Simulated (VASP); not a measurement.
# CdS (Fm-3m) in VASP: notebook, part 2 of 2

VASP 6.6.1. The steps go on from the part before.

### 4 G0W0 quasiparticle levels, PBE

Contents of POSCAR:

```
CdS
1.0
    0.0000000000      2.7532440000      2.7532440000
    2.7532440000      0.0000000000      2.7532440000
    2.7532440000      2.7532440000      0.0000000000
Cd S
1 1
Direct
    0.0000000000      0.0000000000      0.0000000000
    0.5000000000      0.5000000000      0.5000000000
```

Contents of INCAR.step1:

```
SYSTEM = CdS
  PREC = Accurate
  ENCUT = 450
  EDIFF = 1E-8
  ISMEAR = 0
  SIGMA = 0.01
  LREAL = .FALSE.
  LASPH = .TRUE.
  NELM = 60
  ALGO = Normal
  LWAVE = .TRUE.
  LCHARG = .FALSE.
  GGA = PE
```

Contents of INCAR.step2:

```
SYSTEM = CdS
  PREC = Accurate
  ENCUT = 450
  EDIFF = 1E-8
  ISMEAR = 0
  SIGMA = 0.01
  LREAL = .FALSE.
  LASPH = .TRUE.
  NELM = 1
  ALGO = Exact
  LWAVE = .TRUE.
  LCHARG = .FALSE.
  GGA = PE
  NBANDS = 175
  LOPTICS = .TRUE.
  ISTART = 1
```

Contents of INCAR.step3:

```
SYSTEM = CdS
  PREC = Accurate
  ENCUT = 450
  EDIFF = 1E-8
  ISMEAR = 0
  SIGMA = 0.01
  LREAL = .FALSE.
  LASPH = .TRUE.
  ALGO = EVGW0
  LWAVE = .FALSE.
  LCHARG = .FALSE.
  GGA = PE
  NELMGW = 1
  NBANDS = 175
  ENCUTGW = 150
  NOMEGA = 48
  PRECFOCK = Fast
  ISTART = 1
  NBANDSGW = 17
```

Contents of KPOINTS:

```
Automatic mesh
0
G
  3 3 3
  0 0 0
```

Potentials or basis: VASP PAW PBE potentials, release 64 (Cd_GW, S_GW).

Launch:

```sh
cat potpaw_PBE.64/Cd_GW/POTCAR potpaw_PBE.64/S_GW/POTCAR > POTCAR
cp INCAR.step1 INCAR
mpirun -np 1 vasp_std > vasp.out
cp INCAR.step2 INCAR
mpirun -np 1 vasp_std > vasp.out
cp INCAR.step3 INCAR
mpirun -np 1 vasp_std > vasp.out
```

OUTCAR:

```text
SYSTEM = CdS
   PREC = Accurate
   ENCUT = 450
   EDIFF = 1E-8
   ISMEAR = 0
   LREAL = .FALSE.
   LASPH = .TRUE.
   GGA = PE
   NELMGW = 1
   ENCUTGW = 150
   PRECFOCK = Fast
   ISTART = 1

 Found      4 irreducible k-points:

 Following reciprocal coordinates:
            Coordinates               Weight
  0.000000  0.000000  0.000000      1.000000
  0.333333  0.000000  0.000000      8.000000
  0.333333  0.333333  0.000000      6.000000
 -0.333333  0.333333  0.000000     12.000000
   k-points           NKPTS =      4   k-points in BZ     NKDIM =     27   number of bands    NBANDS=    175
   number of dos      NEDOS =    301   number of ions     NIONS =      2
[... 58 lines left out ...]
   ENCUTLF             =  -1.0    cutoff for local field effects
   NELMGW              =     1    number of iterations in solving QP/BSE equation
   NELMHF              =     1    number of iterations in the inner HF iteration
   NKREDLFX            =     1    NKREDLFY  =   1   NKREDLFZ  =   1
 non-spin polarized calculation
 Gauss-broadening in eV      SIGMA  =   0.01
  energy-cutoff  :      450.00
  volume of cell :       41.74
 maximum number of plane-waves:       906
  NGX = 16; NGY = 16; NGZ = 16
   NGX = 13   NGY = 13   NGZ = 13
 maximum number of plane-waves:       176

 QP shifts <psi_nk| G(iteration)W_0 |psi_nk>: iteration 1
 for sc-GW calculations column KS-energies equals QP-energies in previous step
 and V_xc(KS)=  KS-energies - (<T + V_ion + V_H > + <T+V_H+V_ion>^1  + <V_x>^1)

 k-point   1 :       0.0000    0.0000    0.0000
  band No.  KS-energies  QP-energies   sigma(KS)   V_xc(KS)     V^pw_x(r,r')   Z            occupation Imag(sigma)

      1      -8.2276      -8.6001     -13.2636     -12.6776     -20.6296       0.6357       2.0000       1.2659
      2      -3.3313      -5.1412     -17.9357     -15.3687     -23.1447       0.7051       2.0000       0.3258
      3      -3.3313      -5.1412     -17.9357     -15.3687     -23.1447       0.7051       2.0000       0.3258
      4      -3.3313      -5.1412     -17.9357     -15.3687     -23.1447       0.7051       2.0000       0.3258
      5      -3.3249      -5.1540     -18.0754     -15.5045     -23.4091       0.7115       2.0000       0.3878
      6      -3.3249      -5.1540     -18.0754     -15.5045     -23.4091       0.7115       2.0000       0.3878
[... 59 lines left out ...]
      3      -3.4289      -5.1838     -17.5519     -15.0640     -22.7523       0.7054       2.0000       0.3481
      4      -3.2651      -5.0621     -17.8713     -15.3251     -23.0689       0.7057       2.0000       0.3349
      5      -3.1335      -4.9713     -18.1827     -15.5914     -23.3913       0.7092       2.0000       0.3261
      6      -2.8377      -4.5436     -18.0023     -15.6200     -23.2646       0.7161       2.0000       0.3935
[... 9 lines left out ...]
     16      19.7754      20.0688     -10.7861     -11.1813      -3.9643       0.7425       0.0000      -0.7451
     17      20.9739      21.2846     -10.8575     -11.2693      -4.0494       0.7542       0.0000      -0.8030
```

It took 37 s on 1 thread of Intel Xeon 6975P-C (Granite Rapids), shared host; peak memory 0.25 GiB.

The run converged, but some of its settings lie outside the range that counts as converged, so its numbers aren't taken as properties of the crystal.

What came out:

| Quantity | Value |
| --- | --- |
| Band gap on the k mesh, mean-field level | 0.97 eV, indirect (least direct gap 1.47 eV) |
| Quasiparticle gap | 1.58 eV |
| Least direct quasiparticle gap | 2.07 eV |

Caveat: the k mesh is coarse (spacing up to 0.66 Å⁻¹), so the values aren't converged; bands, screening cutoff and mesh are small and nothing is extrapolated, so the quasiparticle values aren't converged; an odd mesh through Γ misses points on the zone boundary, where band edges often lie.

### 5 G0W0 quasiparticle levels, PBE

POSCAR is that of step 4.

INCAR.step1 is that of step 4.

Changes to INCAR.step2 since step 4:

```diff
@@ -13,3 +13,3 @@
   GGA = PE
-  NBANDS = 175
+  NBANDS = 259
   LOPTICS = .TRUE.
```

Changes to INCAR.step3 since step 4:

```diff
@@ -13,3 +13,3 @@
   NELMGW = 1
-  NBANDS = 175
+  NBANDS = 259
   ENCUTGW = 150
```

KPOINTS is that of step 4.

Potentials or basis: VASP PAW PBE potentials, release 64 (Cd_GW, S_GW).

Launch:

```sh
cat potpaw_PBE.64/Cd_GW/POTCAR potpaw_PBE.64/S_GW/POTCAR > POTCAR
cp INCAR.step1 INCAR
mpirun -np 1 vasp_std > vasp.out
cp INCAR.step2 INCAR
mpirun -np 1 vasp_std > vasp.out
cp INCAR.step3 INCAR
mpirun -np 1 vasp_std > vasp.out
```

OUTCAR:

```text
SYSTEM = CdS
   PREC = Accurate
   ENCUT = 450
   EDIFF = 1E-8
   ISMEAR = 0
   LREAL = .FALSE.
   LASPH = .TRUE.
   GGA = PE
   NELMGW = 1
   ENCUTGW = 150
   PRECFOCK = Fast
   ISTART = 1

 Found      4 irreducible k-points:

 Following reciprocal coordinates:
            Coordinates               Weight
  0.000000  0.000000  0.000000      1.000000
  0.333333  0.000000  0.000000      8.000000
  0.333333  0.333333  0.000000      6.000000
 -0.333333  0.333333  0.000000     12.000000
   k-points           NKPTS =      4   k-points in BZ     NKDIM =     27   number of bands    NBANDS=    259
   number of dos      NEDOS =    301   number of ions     NIONS =      2
[... 58 lines left out ...]
   ENCUTLF             =  -1.0    cutoff for local field effects
   NELMGW              =     1    number of iterations in solving QP/BSE equation
   NELMHF              =     1    number of iterations in the inner HF iteration
   NKREDLFX            =     1    NKREDLFY  =   1   NKREDLFZ  =   1
 non-spin polarized calculation
 Gauss-broadening in eV      SIGMA  =   0.01
  energy-cutoff  :      450.00
  volume of cell :       41.74
 maximum number of plane-waves:       906
  NGX = 16; NGY = 16; NGZ = 16
   NGX = 13   NGY = 13   NGZ = 13
 maximum number of plane-waves:       176

 QP shifts <psi_nk| G(iteration)W_0 |psi_nk>: iteration 1
 for sc-GW calculations column KS-energies equals QP-energies in previous step
 and V_xc(KS)=  KS-energies - (<T + V_ion + V_H > + <T+V_H+V_ion>^1  + <V_x>^1)

 k-point   1 :       0.0000    0.0000    0.0000
  band No.  KS-energies  QP-energies   sigma(KS)   V_xc(KS)     V^pw_x(r,r')   Z            occupation Imag(sigma)

      1      -8.2276      -8.6218     -13.2971     -12.6776     -20.6296       0.6362       2.0000       1.2453
      2      -3.3313      -5.1651     -17.9704     -15.3687     -23.1447       0.7048       2.0000       0.2865
      3      -3.3313      -5.1651     -17.9704     -15.3687     -23.1447       0.7048       2.0000       0.2865
      4      -3.3313      -5.1651     -17.9704     -15.3687     -23.1447       0.7048       2.0000       0.2865
      5      -3.3249      -5.1782     -18.1100     -15.5045     -23.4091       0.7113       2.0000       0.3492
      6      -3.3249      -5.1782     -18.1100     -15.5045     -23.4091       0.7113       2.0000       0.3492
[... 59 lines left out ...]
      3      -3.4289      -5.2072     -17.5862     -15.0640     -22.7523       0.7050       2.0000       0.3102
      4      -3.2651      -5.0863     -17.9061     -15.3251     -23.0689       0.7056       2.0000       0.2966
      5      -3.1335      -4.9957     -18.2182     -15.5914     -23.3913       0.7089       2.0000       0.2866
      6      -2.8377      -4.5704     -18.0387     -15.6200     -23.2646       0.7164       2.0000       0.3526
[... 9 lines left out ...]
     16      19.7754      20.0214     -10.8503     -11.1813      -3.9643       0.7433       0.0000      -0.7827
     17      20.9739      21.2329     -10.9268     -11.2693      -4.0494       0.7561       0.0000      -0.8450
```

OUTCAR.step1:

```text
SYSTEM = CdS
   PREC = Accurate
   ENCUT = 450
   EDIFF = 1E-8
   ISMEAR = 0
   LREAL = .FALSE.
   LASPH = .TRUE.
[... 170 lines left out ...]
      0.00000      0.00000      0.00000         0.000000      0.000000      0.000000
      2.75324      2.75324      2.75324         0.000000      0.000000      0.000000
 -----------------------------------------------------------------------------------
    total drift:                                0.000000      0.000000      0.000000

  FREE ENERGIE OF THE ION-ELECTRON SYSTEM (eV)
  ---------------------------------------------------
  free  energy   TOTEN  =        -5.6339770733 eV

  energy  without entropy=       -5.6339770733  energy(sigma->0) =       -5.63397707
```

Wall time 48 s (1 thread of Intel Xeon 6975P-C (Granite Rapids), shared host); peak memory 0.29 GiB.

The run converged, but some of its settings lie outside the range that counts as converged, so its numbers aren't taken as properties of the crystal.

What came out:

```
Band gap on the k mesh, mean-field level : 0.97 eV, indirect (least direct gap 1.47 eV)
Quasiparticle gap                        : 1.58 eV
Least direct quasiparticle gap           : 2.07 eV
```

Caveat: the k mesh is coarse (spacing up to 0.66 Å⁻¹), so the values aren't converged; bands, screening cutoff and mesh are small and nothing is extrapolated, so the quasiparticle values aren't converged; an odd mesh through Γ misses points on the zone boundary, where band edges often lie.

### 6 For comparison

An earlier run on the cell as given: functional PBE; potentials or basis VASP PAW PBE potentials, release 64 (Cd, S); cutoff 520 eV; k mesh 8 × 8 × 8; occupations fermi-dirac, width 0.05 eV; no spin polarisation.

* Pressure: -0.1 GPa
* Band gap on the k mesh: 0.26 eV, indirect (least direct gap 1.53 eV)
